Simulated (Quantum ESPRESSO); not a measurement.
WC (Qusongite): zone-centre phonons under several settings

```
W C
1.0
     2.90650    0.00000    0.00000
    -1.45325    2.51710    0.00000
     0.00000    0.00000    2.83660
W C
1 1
Direct
  0.00000 0.00000 0.00000
  0.66667 0.33333 0.50000
```

All runs used Quantum ESPRESSO 7.5; potentials GBRV 1.5 PBE; k mesh 10 × 10 × 9; no spin polarisation; cutoff 762 eV; occupations cold, width 0.2 eV.

| level | geometry | volume (Å³/atom) | pressure (GPa) | lowest optical mode without the field (cm⁻¹) | highest optical mode without the field (cm⁻¹) |
| --- | --- | --- | --- | --- | --- |
| PBE | relaxed at 0 GPa | 10.55 | 0.0 | 571 | 609 |
| PBE | relaxed at 2 GPa | 10.49 | 2.0 | 578 | 614 |
| PBE | relaxed at 5 GPa | 10.41 | 5.0 | 588 | 620 |
| PBE | relaxed at 10 GPa | 10.29 | 10.0 | 604 | 631 |
| PBE | relaxed at 15 GPa | ? | 15.0 | ? | ? |

Problem. What stands in the row left open?

Solution. Volume 10.17 Å³/atom; lowest optical mode without the field 619 cm⁻¹; highest optical mode without the field 642 cm⁻¹.

Caveats: the mesh is thin for the phonons of a metal; the cell is more than 3 GPa from zero pressure, which shifts response properties (some runs).

For the row left open. Caveat: the mesh is thin for the phonons of a metal; the cell is more than 3 GPa from zero pressure, which shifts response properties.
